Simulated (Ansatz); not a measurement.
# BaS: the cost of one run

Program: Ansatz 0.2.0. Level of theory: reference: DFT, HSE06, plane waves, PAW. These are calculated values, not measurements.

5 further runs of the same task are left out: 1 for a known fault of the program, 4 that didn't finish.

**1. The system as given**

It takes space group Pm-3m (No. 221, cubic). The conventional cell has a = 3.834 Å, b = 3.834 Å, c = 3.834 Å, α = 90.00°, β = 90.00°, γ = 90.00°. Ba (site symmetry m-3m) has 8 S at 3.32 Å as nearest neighbours. Around S (site symmetry m-3m) lie 8 Ba at 3.32 Å.

Coordinates:

```cif
data_structure
_symmetry_space_group_name_H-M 'Pm-3m'
_symmetry_Int_Tables_number 221
_cell_length_a 3.8338
_cell_length_b 3.8338
_cell_length_c 3.8338
_cell_angle_alpha 90.000
_cell_angle_beta 90.000
_cell_angle_gamma 90.000
_cell_volume 56.35
loop_
_atom_site_label
_atom_site_type_symbol
_atom_site_symmetry_multiplicity
_atom_site_Wyckoff_symbol
_atom_site_fract_x
_atom_site_fract_y
_atom_site_fract_z
_atom_site_occupancy
Ba1 Ba 1 a 0.00000 0.00000 0.00000 1
S1 S 1 b 0.50000 0.50000 0.50000 1
```

**2. Baseline**

File input.yaml:

```yaml
crystal:
  lattice:
    - [3.8337582654, 0.0, 0.0]
    - [0.0, 3.8337582654, 0.0]
    - [0.0, 0.0, 3.8337582654]
  atoms:
    - { symbol: Ba, position: [0.0, 0.0, 0.0] }
    - { symbol: S, position: [0.5, 0.5, 0.5] }
kpoints:
  mp_grid: { grid: [4, 4, 4] }
hamiltonian:
  xc: hse06
scf:
  occupations: { method: fixed }
  n_extra_bands: 4
output:
  forces: true
  stress: true
  eigenvalues: true
```

On the command line:

```console
ansatz run input.yaml --threads 4 --pin off --max-ram 3686MiB --backend cpu --events-out ev --progress --plain --runs-dir out
```

What time and memory should one allow on 4 threads of Arm Neoverse V1, shared host?

About 6.5 s, with a peak of 0.75 GiB.
